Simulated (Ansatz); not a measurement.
# Pt (hcp type) under strong compression

```
CELL_PARAMETERS angstrom
2.75979 0.00000 0.00000
-1.37990 2.39005 0.00000
0.00000 0.00000 4.77883
ATOMIC_POSITIONS crystal
Pt 0.33333 0.66667 0.25000
Pt 0.66667 0.33333 0.75000
```

The cell comes from a relaxation on PAW files under the same functional, begun from a prototype that needn't be the stable phase.

Its volume is scaled, and at each volume shape and atoms are relaxed on PAW files; all methods then take that cell.

Level of theory: DFT with PBE, scalar-relativistic, in Ansatz 0.2.0; a Γ-centred 15×15×8 k mesh, Fermi–Dirac smearing of 0.05 eV, no spin polarisation. LAPW: all electrons, basis error target 1 meV/atom; PAW: frozen-core files, cutoff 420 eV; crystal datasets: all electrons, by PAW datasets that the program makes for each cell; norm-conserving: pseudopotentials, cutoff 1143 eV; PAW (cutoff 600 eV): frozen-core files, cutoff 600 eV.

Energies are extrapolated to zero smearing and count from the unscaled cell; pressure is positive in compression; gaps take the mesh and a band path. No temperature or zero-point motion is included.

Spin–orbit coupling is left out, which matters for the heavy atoms.

```
V/V0  V (Å³/atom)  P LAPW (GPa)  ΔE LAPW (eV/atom)  P PAW − LAPW (GPa)  ΔE PAW − LAPW (meV/atom)  space group  shortest distance (Å)
1.00        15.76         -0.04              0.000                0.04                       0.0     P6_3/mmc                  2.760
0.90        14.18          33.7              0.147                0.07                       0.5     P6_3/mmc                  2.676
0.80        12.61          97.7              0.759                0.16                       1.6     P6_3/mmc                  2.580
0.70        11.03         220.6              2.257                0.34                       4.0     P6_3/mmc                  2.472
0.60         9.46         464.7              5.486                0.83                       9.3     P6_3/mmc                  2.352
0.50         7.88             ?                  ?                   ?                         ?            ?                      ?
0.40         6.30          2171             26.891                6.43                      62.1     P6_3/mmc                  2.061
```

Task: Fit the Vinet equation to the LAPW pressures shown (residuals weighted by 1/(|P| + 0.03·Pmax)), and predict the pressure of the withheld row.

Result: The fit gives V0 = 15.77 Å³/atom, B0 = 236 GPa and B0′ = 5.67. At 7.88 Å³/atom, x = (V/V0)^(1/3) = 0.7936, and P = 3·B0·(1 − x)/x²·exp[1.5·(B0′ − 1)·(1 − x)] = 983.1 GPa. The run itself gave 979.3 GPa (+0.4 % off) and ΔE = 12.261 eV/atom.

Task: At the smallest volume, how far do crystal datasets and norm-conserving and PAW (cutoff 600 eV) lie from LAPW in pressure?

Result: crystal datasets: -0.01 GPa; norm-conserving: +8.17 GPa; PAW (cutoff 600 eV): +5.75 GPa, on a LAPW pressure of 2171 GPa.

Task: How do the Löwdin populations by LAPW change from the unscaled cell to the last row?

Result: Pt 5s 1.99 → 1.91, Pt 6s 0.96 → 0.82, Pt 5d 8.92 → 9.13 electrons an atom. These are projections on the shells that the free atoms fill; 0.27 e a cell lies outside them at the start and 0.33 e at the end.
